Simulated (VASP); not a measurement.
Wanted: the native input for a VASP 6.6.1 run.

```yaml
Task: single point
Functional: PBE0
Potentials_or_basis: VASP PAW PBE potentials, release 64 (As, Ga_d)
Cutoff: 520 eV
k_mesh: 4 × 4 × 4
Occupations: fermi-dirac, width 0.05 eV
Spin: spin-orbit coupling, no magnetisation
Grid_for_exact_exchange_PRECFOCK: Fast
Exchange_at_q_=_0: default
Further_INCAR_settings: ALGO = Normal; EDIFF = 1e-06; NBANDS = 30
```

GaAs:

```xyz
2
Lattice="0.0000 2.8268 2.8268 2.8268 0.0000 2.8268 2.8268 2.8268 0.0000" Properties=species:S:1:pos:R:3 pbc="T T T"
As    4.2403    4.2403    4.2403
Ga    0.0000    0.0000    0.0000
```

One way to write it, as run:

POSCAR

```
GaAs
1.0
    0.0000000000      2.8268500000      2.8268500000
    2.8268500000      0.0000000000      2.8268500000
    2.8268500000      2.8268500000      0.0000000000
As Ga
1 1
Direct
    0.7500000000      0.7500000000      0.7500000000
    0.0000000000      0.0000000000      0.0000000000
```

INCAR.step1

```
PREC = Accurate
ENCUT = 520
EDIFF = 1E-5
ISMEAR = -1
SIGMA = 0.05
LREAL = False
LASPH = True
NELM = 60
ALGO = Normal
ISIF = 2
LWAVE = True
LCHARG = False
MAGMOM = 0 0 0 0 0 0
LORBIT = 11
LSORBIT = True
GGA_COMPAT = False
NBANDS = 30
GGA = PE
```

INCAR.step2

```
PREC = Accurate
ENCUT = 520
EDIFF = 1E-6
ISMEAR = -1
SIGMA = 0.05
LREAL = False
LASPH = True
NELM = 60
ALGO = Normal
ISIF = 2
LWAVE = False
LCHARG = False
MAGMOM = 0 0 0 0 0 0
LORBIT = 11
LSORBIT = True
GGA_COMPAT = False
GGA = PE
LHFCALC = True
AEXX = 0.25
PRECFOCK = Fast
NBANDS = 30
ISTART = 1
```

KPOINTS

```
regular mesh
0
Gamma
  4 4 4
```

Potentials or basis: VASP PAW PBE potentials, release 64 (As, Ga_d).

Command:

```sh
$ cat potpaw_PBE.64/As/POTCAR potpaw_PBE.64/Ga_d/POTCAR > POTCAR
$ cp INCAR.step1 INCAR
$ mpirun -np 1 vasp_ncl > vasp.out
$ cp INCAR.step2 INCAR
$ mpirun -np 1 vasp_ncl > vasp.out
```

It gave:

| Quantity | Value |
| --- | --- |
| Pressure | 1.0 GPa |
| Valence electrons inside the program's atomic spheres | As 2.91; Ga 11.65 |

Caveat: the k mesh is coarse (spacing up to 0.48 Å⁻¹), so the values aren't converged, least of all with exact exchange; the PAW data sets were made with another functional, which shifts forces and pressure a little.

Wall time 21 min on 1 thread of Intel(R) Xeon(R) Platinum 8488C (Sapphire Rapids), with other jobs on the host, peak memory 0.29 GiB.
